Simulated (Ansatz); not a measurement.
# KF: equation of state

The task here is to estimate one member of a computed series from the others.

Method: DFT PBEsol, scalar-relativistic, in Ansatz 0.2.0.

## The system as given

Symmetry: Fm-3m, No. 225, cubic system. The conventional cell has a = 5.347 Å, b = 5.347 Å, c = 5.347 Å, α = 90.00°, β = 90.00°, γ = 90.00°. Around K (site symmetry m-3m) lie 6 F at 2.67 Å. Around F (site symmetry m-3m) lie 6 K at 2.67 Å.

As a file:

```
CELL_PARAMETERS angstrom
0.00000 2.67350 2.67350
2.67350 0.00000 2.67350
2.67350 2.67350 0.00000
ATOMIC_POSITIONS crystal
K 0.00000 0.00000 0.00000
F 0.50000 0.50000 0.50000
```

The structure is an experimental refinement, used without relaxation.

Atoms are numbered in the order of the input: K1, F2.

Set-up of the first run:

The input, input.yaml:

```yaml
crystal:
  lattice:
    - [0.0, 2.6189234616, 2.6189234616]
    - [2.6189234616, 0.0, 2.6189234616]
    - [2.6189234616, 2.6189234616, 0.0]
  atoms:
    - { symbol: K, position: [0.0, 0.0, 0.0] }
    - { symbol: F, position: [0.5, 0.5, 0.5] }
kpoints:
  mp_grid: { grid: [9, 9, 9] }
  band_path:
    path:
      - [0.0, 0.0, 0.0]
      - [0.5, 0.0, 0.5]
      - [0.625, 0.25, 0.625]
      - [0.375, 0.375, 0.75]
      - [0.0, 0.0, 0.0]
      - [0.5, 0.5, 0.5]
      - [0.5, 0.25, 0.75]
      - [0.5, 0.0, 0.5]
    npoints: 5
scf:
  occupations: { method: fermi_dirac, width: 0.01 }
hamiltonian:
  xc: pbesol
  pseudopotentials: { kind: all_electron, lapw: { basis_error: 0.001 } }
output:
  forces: true
  stress: true
  eigenvalues: true
```

Run with:

```bash
ansatz run input.yaml --threads 1 --pin off --max-ram 3072MiB --backend cpu --events-out ev --progress --plain --runs-dir out
```

Among the steps run: Volume × 0.94, LAPW; Volume × 0.94, PAW; Volume × 0.94, crystal datasets; Volume × 0.98, LAPW; Volume × 0.98, PAW; Volume × 0.98, crystal datasets; Volume × 1.01, LAPW; Volume × 1.01, PAW; Volume × 1.01, crystal datasets; Volume × 1.04, LAPW; Volume × 1.04, PAW; Volume × 1.04, crystal datasets.

One table of the session follows, with a row left open; its other results are not shown here.

```
          method  volume (Å³/atom)  gap on the k mesh (eV)
            LAPW            17.963                    6.35
            LAPW            18.727                    6.13
            LAPW            19.109                    6.03
            LAPW            19.300                    5.98
            LAPW            19.873                    5.84
             PAW            17.963                    6.36
             PAW            18.727                    6.14
             PAW            19.109                       ?
             PAW            19.300                    5.99
             PAW            19.873                    5.85
crystal datasets            17.963                    6.35
crystal datasets            18.727                    6.13
crystal datasets            19.109                    6.03
crystal datasets            19.300                    5.98
crystal datasets            19.873                    5.84
```

**Question.** Estimate the row for PAW, 19.109.

The run gave: gap on the k mesh (eV): 6.04. In the column «gap on the k mesh (eV)» it lies between crystal datasets, 19.109 (6.03) and LAPW, 18.727 (6.13).

To keep in mind: Warnings in the runs' records: crystal datasets made.
